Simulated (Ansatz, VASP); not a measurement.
Two plane-wave programs on La

```
CELL_PARAMETERS angstrom
3.34664 0.00000 0.00000
0.00000 3.34664 0.00000
0.00000 0.00000 3.34664
ATOMIC_POSITIONS crystal
La 0.00000 0.00000 0.00000
```

Alike in both runs: task single point; functional BLYP; k mesh 10 × 10 × 10; occupations fermi-dirac, width 0.1 eV; no spin polarisation.

|  | VASP | Ansatz |
| --- | --- | --- |
| version | VASP 6.6.1 | Ansatz 0.2.0 |
| potentials or method | VASP PAW PBE potentials, release 64 (La) | plane waves (420 eV) with PAW, scalar-relativistic |
| plane-wave cutoff (eV) | 520 | 420 |
| valence electrons in the cell | 11 | 11 |

|  | VASP | Ansatz | Ansatz less VASP |
| --- | --- | --- | --- |
| pressure (GPa) | 1.8 | 1.9 | +0.05 |

The functional is the same, so the differences come from potentials, cutoffs and numerics.

Caveats: the PAW data sets were made with another functional, which shifts forces and pressure a little (VASP). Spin-orbit coupling is left out, which matters for the levels of La.
